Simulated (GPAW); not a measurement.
# KF (Carobbiite) (Fm-3m) in GPAW: settings compared

One crystal, KF (Carobbiite), is run at these levels: r2SCAN, TB-mBJ; tasks: equation of state, single point.

Everything below comes from runs of GPAW 26.7.0. Logs are shortened: lines on timing, memory, paths and dates and some standing lists are left out, and cuts for length are marked. The log counts tension as positive stress, the text compression.

## Step 1: The structure

It takes space group Fm-3m (No. 225, cubic). The conventional cell has a = 5.344 Å, b = 5.344 Å, c = 5.344 Å, α = 90.00°, β = 90.00°, γ = 90.00°. K (site symmetry m-3m) has 6 F at 2.67 Å as nearest neighbours. F (site symmetry m-3m) is surrounded by 6 K at 2.67 Å.

## Step 2: Equation of state, r2SCAN

run.py

```python
from ase import Atoms
from ase.eos import EquationOfState
from ase.io import Trajectory
from ase.units import GPa
from gpaw import GPAW, PW

atoms = Atoms(['K', 'F'],
              cell=[[0.0, 2.67185, 2.67185],
                    [2.67185, 0.0, 2.67185],
                    [2.67185, 2.67185, 0.0]],
              scaled_positions=[[0.0, 0.0, 0.0],
                                [0.5, 0.5, 0.5]],
              pbc=True)

traj = Trajectory('eos.traj', 'w')
volumes, energies = [], []
for x in [0.94, 0.96, 0.98, 1.0, 1.02, 1.04, 1.06]:
    a = atoms.copy()
    a.set_cell(atoms.cell * x**(1 / 3), scale_atoms=True)
    calc = GPAW(mode=PW(800),
                xc='MGGA_X_R2SCAN+MGGA_C_R2SCAN',
                kpts={'size': (9, 9, 9), 'gamma': True},
                occupations={'name': 'fermi-dirac', 'width': 0.05},
                nbands=16,
                convergence={'density': 1e-05, 'energy': 1e-05},
                maxiter=150,
                txt=f'eos-{x:.2f}.txt')
    a.calc = calc
    energies.append(a.get_potential_energy(force_consistent=True))
    volumes.append(a.get_volume())
    p = -a.get_stress()[:3].mean() / GPa
    calc.write(f'eos-{x:.2f}.gpw')
    traj.write(a)
    print(f'{x:.2f} {volumes[-1]:10.4f} A^3 {energies[-1]:14.6f} eV {p:9.3f} GPa', flush=True)

v0, e0, B = EquationOfState(volumes, energies, eos='birchmurnaghan').fit()
print(f'V0 = {v0:.4f} A^3, E0 = {e0:.6f} eV, B0 = {B / GPa:.2f} GPa')
```

Potentials or basis: GPAW PAW data sets (gpaw-data 1.2.1), pw.

Started as:

```console
$ OMP_NUM_THREADS=1 python run.py
```

Output:

```text
__  _  _
 | _ |_)|_||  |
 |__||  | ||/\| - 26.7.0

Input parameters:
  mode=PW(ecut=800.0),
  convergence={'density': 1e-05, 'energy': 1e-05},
  kpts=MonkhorstPack(size=(9, 9, 9), gamma=True),
  maxiter=150,
  nbands=16,
  occupations=Occupations(name='fermi-dirac', width=0.05),
  xc=XC(name='MGGA_X_R2SCAN+MGGA_C_R2SCAN')

Diagonalizing LCAO Hamiltonian
Converting LCAO to pw mode

               F

       K

Atoms  # Å, Bohr magnetons
|   | symbol |        x |        y |        z |    initial magnetic moments |
|---|--------|----------|----------|----------|-----------------------------|
| 0 |      K | 0.000000 | 0.000000 | 0.000000 | ( 0.0000,  0.0000,  0.0000) |
| 1 |      F | 2.617307 | 2.617307 | 2.617307 | ( 0.0000,  0.0000,  0.0000) |

Unit cell  # Å
| periodic |        x |        y |        z |  lengths |    angles |
|----------|----------|----------|----------|----------|-----------|
|      yes | 0.000000 | 2.617307 | 2.617307 | 3.701431 | 60.000000 |
|      yes | 2.617307 | 0.000000 | 2.617307 | 3.701431 | 60.000000 |
|      yes | 2.617307 | 2.617307 | 0.000000 | 3.701431 | 60.000000 |

Number of symmetries: 48
Symmetry operations  # r_c * U_cc + t_c -> r_c
|    | kind |            matrix            |
|----|------|------------------------------|
|  0 |  σ   |  1, 0, 0,  1, 0,-1,  1,-1, 0 |
|  1 |  C2  |  1, 0, 0,  1,-1, 0,  1, 0,-1 |
|  2 |  E   |  1, 0, 0,  0, 1, 0,  0, 0, 1 |
|  3 |  σ   |  1, 0, 0,  0, 0, 1,  0, 1, 0 |
|  4 |  C4  |  1, 0,-1,  1, 0, 0,  1,-1, 0 |
|  5 |  S6  |  1, 0,-1,  1,-1, 0,  1, 0, 0 |
|  6 |  σ   |  1, 0,-1,  0, 1,-1,  0, 0,-1 |
|  7 |  C3  |  1, 0,-1,  0, 0,-1,  0, 1,-1 |
|  8 |  S6  |  1,-1, 0,  1, 0, 0,  1, 0,-1 |
|  9 |  C4  |  1,-1, 0,  1, 0,-1,  1, 0, 0 |
| 10 |  C3  |  1,-1, 0,  0,-1, 1,  0,-1, 0 |
| 11 |  σ   |  1,-1, 0,  0,-1, 0,  0,-1, 1 |
| 12 |  σ   |  0, 1, 0,  1, 0, 0,  0, 0, 1 |
| 13 |  C4  |  0, 1, 0,  0, 1,-1, -1, 1, 0 |
| 14 |  C3  |  0, 1, 0,  0, 0, 1,  1, 0, 0 |
| 15 |  S6  |  0, 1, 0, -1, 1, 0,  0, 1,-1 |
| 16 |  C2  |  0, 1,-1,  1, 0,-1,  0, 0,-1 |
| 17 |  σ   |  0, 1,-1,  0, 1, 0, -1, 1, 0 |
| 18 |  S4  |  0, 1,-1,  0, 0,-1,  1, 0,-1 |
| 19 |  C4  |  0, 1,-1, -1, 1, 0,  0, 1, 0 |
| 20 |  C3  |  0, 0, 1,  1, 0, 0,  0, 1, 0 |
| 21 |  σ   |  0, 0, 1,  0, 1, 0,  1, 0, 0 |
| 22 |  S6  |  0, 0, 1,  0,-1, 1, -1, 0, 1 |
| 23 |  C4  |  0, 0, 1, -1, 0, 1,  0,-1, 1 |
| 24 |  S4  |  0, 0,-1,  1, 0,-1,  0, 1,-1 |
| 25 |  C3  |  0, 0,-1,  0, 1,-1,  1, 0,-1 |
| 26 |  C2  |  0, 0,-1,  0,-1, 0, -1, 0, 0 |
| 27 |  S6  |  0, 0,-1, -1, 0, 0,  0,-1, 0 |
| 28 |  S4  |  0,-1, 1,  1,-1, 0,  0,-1, 0 |
| 29 |  C4  |  0,-1, 1,  0, 0, 1, -1, 0, 1 |
| 30 |  C2  |  0,-1, 1,  0,-1, 0,  1,-1, 0 |
| 31 |  σ   |  0,-1, 1, -1, 0, 1,  0, 0, 1 |
| 32 |  C3  |  0,-1, 0,  1,-1, 0,  0,-1, 1 |
| 33 |  S6  |  0,-1, 0,  0, 0,-1, -1, 0, 0 |
| 34 |  S4  |  0,-1, 0,  0,-1, 1,  1,-1, 0 |
| 35 |  C2  |  0,-1, 0, -1, 0, 0,  0, 0,-1 |
| 36 |  C2  | -1, 1, 0,  0, 1, 0,  0, 1,-1 |
| 37 |  S6  | -1, 1, 0,  0, 1,-1,  0, 1, 0 |
| 38 |  S4  | -1, 1, 0, -1, 0, 1, -1, 0, 0 |
| 39 |  C3  | -1, 1, 0, -1, 0, 0, -1, 0, 1 |
| 40 |  S6  | -1, 0, 1,  0, 0, 1,  0,-1, 1 |
| 41 |  C2  | -1, 0, 1,  0,-1, 1,  0, 0, 1 |
| 42 |  C3  | -1, 0, 1, -1, 1, 0, -1, 0, 0 |
| 43 |  S4  | -1, 0, 1, -1, 0, 0, -1, 1, 0 |
| 44 |  C2  | -1, 0, 0,  0, 0,-1,  0,-1, 0 |
| 45 |  i   | -1, 0, 0,  0,-1, 0,  0, 0,-1 |
| 46 |  σ   | -1, 0, 0, -1, 1, 0, -1, 0, 1 |
| 47 |  C2  | -1, 0, 0, -1, 0, 1, -1, 1, 0 |

BZ-sampling:
  Number of BZ points: 729
  Number of IBZ points: 35

  Monkhorst-Pack size: [9, 9, 9]
  Monkhorst-Pack shift: [0, 0, 0]

K-points  # in reciprocal-cell coordinates
|     |                                coordinates |     weight |
|-----|--------------------------------------------|------------|
|   0 | (  0.00000000,   0.00000000,   0.00000000) | 0.00137174 |
|   1 | (  0.11111111,   0.11111111,   0.00000000) | 0.00823045 |
|   2 | (  0.11111111,   0.11111111,   0.11111111) | 0.01097394 |
|   3 | (  0.22222222,   0.11111111,   0.11111111) | 0.01646091 |
|   4 | (  0.22222222,   0.22222222,   0.00000000) | 0.00823045 |
|   5 | (  0.22222222,   0.22222222,   0.11111111) | 0.03292181 |
|   6 | (  0.22222222,   0.22222222,   0.22222222) | 0.01097394 |
|   7 | (  0.33333333,   0.22222222,   0.11111111) | 0.03292181 |
|   8 | (  0.33333333,   0.22222222,   0.22222222) | 0.03292181 |
|   9 | (  0.33333333,   0.33333333,  -0.33333333) | 0.01646091 |
| ... |                                            |            |
|  34 | (  0.44444444,   0.44444444,   0.44444444) | 0.01097394 |

Plane wave coefficients: 1863
Cutoff: 800.0 eV

Spin-components: 1 (collinear spins)
Bands:           16
Projectors:      10
Spin-degeneracy: 2
Datatype:        complex128

Parallelization:
  kpt:    1
  domain: 1
  band:   1

Density:
  Valence electrons: 16.0
  Components: 1
  Grid points: [25 25 25]
  Charge: 0.0  # |e|

Potential:
  Grid points: [25 25 25]

species:
  K:
    name:    Potassium
    Z:       19.0
    valence: 9
    core:    10
    charge:  0.0  # [|e|]
    compensation charges:
      type: gauss
      rc: 0.35  # [Å]
      lmax: 2
    cutoffs:
      filter: 1.91  # [Å]
      core: 1.27  # [Å]
    projectors
    | kind |    occ | energy [eV] | rcut [Å] |
    |------|--------|-------------|----------|
    |   3s |  2.000 |     -35.338 |    1.122 |
    |   4s |  1.000 |      -2.319 |    1.122 |
    |   3p |  6.000 |     -18.813 |    1.106 |
    |    p |        |       8.398 |    1.106 |
    |    d |        |       0.000 |    0.937 |

    Using partial waves for K as LCAO basis

  F:
    name:    Fluorine
    Z:       9.0
    valence: 7
    core:    2
    charge:  0.0  # [|e|]
    compensation charges:
      type: gauss
      rc: 0.20  # [Å]
      lmax: 2
    cutoffs:
      filter: 1.14  # [Å]
      core: 0.74  # [Å]
    projectors
    | kind |    occ | energy [eV] | rcut [Å] |
    |------|--------|-------------|----------|
    |   2s |  2.000 |     -29.898 |    0.635 |
    |   2p |  5.000 |     -11.110 |    0.635 |
    |    s |        |      -2.687 |    0.635 |
    |    p |        |      16.102 |    0.635 |
    |    d |        |       0.000 |    0.635 |

    Using partial waves for F as LCAO basis

Reference energy: -19096.334004  # eV

eigensolver:
  PPCG
  Converge bands: occupied
  niter=2

density mixing:
  MSR1-Mixer
  Pratt-step length: 0.05
  Maximum mixing coefficient: 0.75
  Old densities: 10
  SVD Regularization: 0.005
  Good broyden scale: 1.0
  Trust region scale: 1.0
  Backstep threshold: 4.0
  History deletion threshold: 6.0
  Fourier metric: weight=20.0, sigma=0.015

occupation numbers:
  Fermi-Dirac:
    width: 0.0500  # eV

poisson solver:
  ecut: 6400.0  # eV

xc functional:
  name: MGGA_X_R2SCAN+MGGA_C_R2SCAN with 2 nearest neighbor stencil

convergence criteria:
[... 6 lines left out ...]
|iter     | |      energy | eigst |  dens |
|---------|-|-------------|-------|-------|
|iter:   1| |  -22.170093 | +0.31 |       |
|iter:   2| |  -15.465147 | -1.62 | -1.17 |
|iter:   3| |  -20.230117 | +0.49 | -1.18 |
|iter:   4| |  -15.045564 | +0.67 | -0.69 |
|iter:   5| |  -14.849972 | -1.93 | -1.58 |
|iter:   6| |  -14.851569 | -3.08 | -2.17 |
|iter:   7| |  -14.851630 | -4.46 | -2.71 |
|iter:   8| |  -14.851580c| -4.27 | -3.04 |
|iter:   9| |  -14.851579c| -7.01 | -4.03 |
|iter:  10| |  -14.851579c| -7.12 | -4.51 |
|iter:  11| |  -14.851579c| -7.72c| -5.26c|

Converged in 11 steps
Energy contributions relative to reference atoms: (reference = -19096.334004)

Energy contributions:
  Kinetic:           4.266526
  Coulomb:          -2.020864
  Zero:             -0.728563
  External:          0.000000
  Xc:              -16.368678
  Entropy:          -0.000000
  Spinorbit:         0.000000
  ----------------------------
  Free energy:     -14.851579
  Extrapolated:    -14.851579

dipole moment: (-19.087122, -19.087122, -19.087122)  # |e|*Ang

Fermi level: 5.479
Eigenvalues  # (at kpt = [0.000, 0.000, 0.000])
| band index |      eig [eV] | occ [0-2] |
|------------|---------------|-----------|
|          0 |       -27.455 |     2.000 |
|          1 |       -20.402 |     2.000 |
|          2 |        -9.917 |     2.000 |
|          3 |        -9.917 |     2.000 |
|          4 |        -9.917 |     2.000 |
|          5 |        -0.575 |     2.000 |
[... 8 lines left out ...]
|         14 |        17.007 |     0.000 |
|         15 |        25.711 |     0.000 |

Gap: 7.178 eV
Transition (v -> c):
  (s=0, k=0, n=7, [0.00, 0.00, 0.00]) -> (s=0, k=0, n=8, [0.00, 0.00, 0.00])
No difference between direct/indirect transitions

Stress tensor  # eV/Ang^3
|         x |         y |         z |
|-----------|-----------|-----------|
| -0.005248 |  0.000000 |  0.000000 |
|  0.000000 | -0.005248 |  0.000000 |
|  0.000000 |  0.000000 | -0.005248 |

# Writing to eos-0.94.gpw (mode='')
```

Run time: 6.5 min. Hardware: 1 thread of Arm Neoverse V2, shared host; peak memory 0.57 GiB.

Results:

```yaml
Equilibrium_volume: "18.82 Å³/atom (rough: see the caveat)"
Bulk_modulus: 35 GPa (rough)
```

Energy against volume, from the lowest point:
| volume (Å³/atom) | energy (meV/atom) |
| --- | --- |
| 17.929 | 4.90 |
| 18.311 | 1.48 |
| 18.692 | 0.00 |
| 19.074 | 0.28 |
| 19.455 | 2.23 |
| 19.837 | 5.48 |
| 20.218 | 10.16 |

Caveat: the points scatter about the fit; the PAW data sets were made with another functional, which shifts forces and pressure a little.

## Step 3: Single point, TB-mBJ

run.py

```python
from ase import Atoms
from ase.dft.bandgap import bandgap
from ase.io import write
from gpaw import GPAW, PW

atoms = Atoms(['K', 'F'],
              cell=[[0.0, 2.67185, 2.67185],
                    [2.67185, 0.0, 2.67185],
                    [2.67185, 2.67185, 0.0]],
              scaled_positions=[[0.0, 0.0, 0.0],
                                [0.5, 0.5, 0.5]],
              pbc=True)

calc = GPAW(mode=PW(800),
            xc='TB09',
            kpts={'size': (10, 10, 10), 'gamma': True},
            occupations={'name': 'fermi-dirac', 'width': 0.05},
            nbands=16,
            convergence={'density': 1e-05, 'energy': 1e-05},
            eigensolver='cg',
            maxiter=150,
            txt='gpaw.txt')
atoms.calc = calc
energy = atoms.get_potential_energy()
calc.write('gs.gpw')
write('result.traj', atoms)
print('Fermi level:', round(calc.get_fermi_level(), 4), 'eV')
print(f'Gap: {bandgap(calc)[0]:.4f} eV, direct: {bandgap(calc, direct=True)[0]:.4f} eV')
```

Potentials or basis: GPAW PAW data sets for LDA (gpaw-data 1.2.1), pw.

Started as:

```console
$ OMP_NUM_THREADS=1 python run.py
```

gpaw.txt:

```text
___ ___ ___ _ _ _
 |   |   |_  | | | |
 | | | | | . | | | |
 |__ |  _|___|_____|  26.7.0
 |___|_|

Input parameters:
  convergence: {density: 1e-05,
                energy: 1e-05}
  eigensolver: cg
  kpts: {gamma: True,
         size: (10, 10, 10)}
  maxiter: 150
  mode: {ecut: 800.0,
         name: pw}
  nbands: 16
  occupations: {name: fermi-dirac,
                width: 0.05}
  xc: TB09

System changes: positions, numbers, cell, pbc, initial_charges, initial_magmoms

Initialize ...

species:
  K:
    name:    Potassium
    Z:       19.0
    valence: 9
    core:    10
    charge:  0.0  # [|e|]
    compensation charges:
      type: gauss
      rc: 0.35  # [Å]
      lmax: 2
    cutoffs:
      filter: 1.91  # [Å]
      core: 1.27  # [Å]
    projectors
    | kind |    occ | energy [eV] | rcut [Å] |
    |------|--------|-------------|----------|
    |   3s |  2.000 |     -35.177 |    1.122 |
    |   4s |  1.000 |      -2.428 |    1.122 |
    |   3p |  6.000 |     -18.839 |    1.106 |
[... 167 lines left out ...]
iter:   5  1133.310353   -0.22  -1.42
iter:   6  1134.498410   -0.56  -1.76
iter:   7  1135.646842   -0.65  -2.08
iter:   8  1136.089537   -0.82  -2.16
iter:   9  1137.726776   -0.63  -2.06
iter:  10  1137.086322   -0.85  -2.00
iter:  11  1137.128906   -1.65  -2.29
[... 17 lines left out ...]
iter:  29  1136.042184   -6.19  -4.95
iter:  30  1136.053947   -5.63  -4.87
iter:  31  1136.047586   -5.85  -4.79
iter:  32  1136.055273   -6.32  -4.72
iter:  33  1136.052104   -6.40  -4.76
iter:  34  1136.058203   -6.54  -5.08c
iter:  35  1136.054345   -6.57  -5.00c
iter:  36  1136.054770   -6.75  -5.25c
iter:  37  1136.054225   -7.70c -5.21c
iter:  38  1136.054002   -7.55c -5.49c
iter:  39  1136.053589   -8.95c -5.46c
iter:  40  1136.053299   -8.29c -5.78c
iter:  41  1136.052799   -8.26c -6.04c
iter:  42  1136.053159   -8.18c -6.31c
iter:  43  1136.053105   -8.43c -6.23c
iter:  44  1136.053126c  -8.67c -6.14c

Converged after 44 iterations.

Dipole moment: (0.000000, 0.000000, 0.000000) |e|*Ang

Energy contributions relative to reference atoms: (reference = -19039.628778)

Kinetic:        +19.236596
Potential:       -7.747716
External:        +0.000000
XC:            +1126.827042
Entropy (-ST):   -0.000000
Local:           -2.262797
SIC:             +0.000000
--------------------------
Free energy:   +1136.053126
Extrapolated:  +1136.053126

Showing only first 2 kpts
 Kpt  Band  Eigenvalues  Occupancy
  0     6      1.67457    2.00000
  0     7      1.67507    2.00000
  0     8     11.89627    0.00000
  0     9     13.84412    0.00000

  1     6      1.66497    2.00000
  1     7      1.66530    2.00000
  1     8     12.20461    0.00000
  1     9     13.69633    0.00000

Fermi level: 2.90556

Gap: 10.221 eV
Transition (v -> c):
  (s=0, k=0, n=7, [0.00, 0.00, 0.00]) -> (s=0, k=0, n=8, [0.00, 0.00, 0.00])
No difference between direct/indirect transitions
Writing to gs.gpw (mode='')
```

stdout:

```text
Fermi level: 2.9056 eV
Gap: 10.2212 eV, direct: 10.2212 eV
```

Wall time 81 s (1 thread of Arm Neoverse V2, shared host); peak memory 0.24 GiB.

Results:

```
Band gap on the k mesh : 10.22 eV, direct
```

Caveat: a model potential gives levels but no total energy; the PAW data sets were made with another functional, which shifts forces and pressure a little. A k mesh can miss the band edges.
